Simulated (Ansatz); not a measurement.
**Ge: stress in a strained cell**

Aim: deform Ge (equal xy, yz and zx engineering shear strains of -1 %) and compute stress, forces and field gradients with LAPW, PAW and all-electron datasets made for the crystal.

Program: Ansatz 0.2.0. Level of theory: DFT PBE, scalar-relativistic. These are calculated values, not measurements.

## Step 1: The starting structure

It takes space group Fd-3m (No. 227, cubic). The conventional cell has a = 5.658 Å, b = 5.658 Å, c = 5.658 Å, α = 90.00°, β = 90.00°, γ = 90.00°. Around Ge (site symmetry -43m) lie 4 Ge at 2.45 Å.

Coordinates:

```cif
data_structure
_symmetry_space_group_name_H-M 'P 1'
_symmetry_Int_Tables_number 1
_cell_length_a 4.0005
_cell_length_b 4.0005
_cell_length_c 4.0005
_cell_angle_alpha 60.000
_cell_angle_beta 60.000
_cell_angle_gamma 60.000
_cell_volume 45.27
loop_
_atom_site_label
_atom_site_type_symbol
_atom_site_fract_x
_atom_site_fract_y
_atom_site_fract_z
_atom_site_occupancy
Ge1 Ge 0.50000 0.50000 0.50000 1
Ge2 Ge 0.75000 0.75000 0.75000 1
```

Atoms are numbered in the order of the input: Ge1, Ge2.

## Step 2: After the deformation

Space group Fd-3m before, R-3m after.

## Step 3: LAPW, all electrons

File input.yaml:

```yaml
crystal:
  lattice:
    - [-0.0282877, 2.81462615, 2.81462615]
    - [2.81462615, -0.0282877, 2.81462615]
    - [2.81462615, 2.81462615, -0.0282877]
  atoms:
    - { symbol: Ge, position: [0.5, 0.5, 0.5] }
    - { symbol: Ge, position: [0.75, 0.75, 0.75] }
kpoints:
  mp_grid: { grid: [10, 10, 10] }
  band_path:
    path:
      - [0.0, 0.0, 0.0]
      - [0.5, 0.5, 0.5]
      - [0.2525443832, 0.5, 0.7474556168]
      - [-0.2525443832, 0.2525443832, 0.5]
      - [0.0, 0.0, 0.5]
      - [0.0, 0.0, 0.0]
      - [-0.3762721916, 0.0, 0.3762721916]
      - [0.0, 0.3762721916, 0.6237278084]
      - [0.0, 0.5, 0.5]
    npoints: 5
scf:
  occupations: { method: fermi_dirac, width: 0.05 }
hamiltonian:
  xc: pbe
  pseudopotentials: { kind: all_electron, lapw: { basis_error: 0.00025 } }
output:
  forces: true
  stress: true
  eigenvalues: true
```

Run with:

```
$ ansatz run input.yaml --threads 1 --pin off --max-ram 3072MiB --backend cpu --events-out ev --progress --plain --runs-dir out
```

## Step 4: Frozen-core PAW

File input.yaml:

```yaml
crystal:
  lattice:
    - [-0.0282877, 2.81462615, 2.81462615]
    - [2.81462615, -0.0282877, 2.81462615]
    - [2.81462615, 2.81462615, -0.0282877]
  atoms:
    - { symbol: Ge, position: [0.5, 0.5, 0.5] }
    - { symbol: Ge, position: [0.75, 0.75, 0.75] }
kpoints:
  mp_grid: { grid: [10, 10, 10] }
scf:
  occupations: { method: fermi_dirac, width: 0.05 }
hamiltonian:
  xc: pbe
  pseudopotentials: { kind: paw }
output:
  forces: true
  stress: true
  eigenvalues: true
  efg: { contact_densities: true }
```

## Step 5: Datasets made for this crystal

input.yaml: that of step 4 with these lines changed.

```diff
@@ -14,3 +14,3 @@
   xc: pbe
-  pseudopotentials: { kind: paw }
+  pseudopotentials: { kind: all_electron, datasets: crystal }
 output:
```

(Steps that only read results are left out.)

Q: Predict the outcome of this session. Wanted: pressure; largest shear or deviatoric stress.

**Answer**, as computed:

| quantity | value |
| --- | --- |
| pressure | LAPW 3.68, PAW 3.69, crystal datasets 3.68 GPa |
| largest shear or deviatoric stress (LAPW) | 0.87 GPa |

**Reading.** The largest part of the stress beyond the pressure is 0.87 GPa in size; the atoms are carried along and not relaxed. No run of the undeformed cell stands beside it, so the pressure holds what the given cell had before the change. PAW: stress within 0.01 GPa of LAPW, forces within 1 meV/Å. Crystal datasets: stress within 0.01 GPa of LAPW, forces within 1 meV/Å.
